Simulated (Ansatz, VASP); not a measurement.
**One calculation of ZrB2, two programs**

```
CELL_PARAMETERS angstrom
3.17000 0.00000 0.00000
-1.58500 2.74530 0.00000
0.00000 0.00000 3.53300
ATOMIC_POSITIONS crystal
Zr 0.00000 0.00000 0.00000
B 0.66667 0.33333 0.50000
B 0.33333 0.66667 0.50000
```

Alike in both runs: functional PBEsol; k mesh 10 × 10 × 8; occupations fermi-dirac, width 0.05 eV; no spin polarisation; Hubbard terms Zr d U = 6.0 eV.

|  | VASP | Ansatz |
| --- | --- | --- |
| version | VASP 6.6.1 | Ansatz 0.2.0 |
| potentials or method | VASP PAW PBE potentials, release 64 (Zr_sv, B), cutoff 520 eV | all-electron LAPW, scalar-relativistic |
| task | single point | density of states |

|  | VASP | Ansatz | Ansatz less VASP |
| --- | --- | --- | --- |
| gap on the k mesh at the Fermi level (eV) | none | none | - |
| pressure (GPa) | 10.5 | 1.6 | -8.92 |
| largest component of the traceless stress (GPa) | 2.35 | 3.09 | +0.738 |

The programs project onto different local orbitals, so the same U acts differently. A gap of «none» marks a metal or a gap that the smearing closes. Ansatz ran all-electron here, so the differences hold the error of VASP's frozen core and of both bases.

Caveats: U without spin polarisation on a metal has little footing; the U is typed as a test and isn't derived for this compound; the PAW data sets were made with another functional, which shifts forces and pressure a little (VASP); U is the effective U less J, on atomic orbitals that reach past the spheres (Ansatz); the density of states is complete only up to the lowest level of the last band computed (Ansatz).
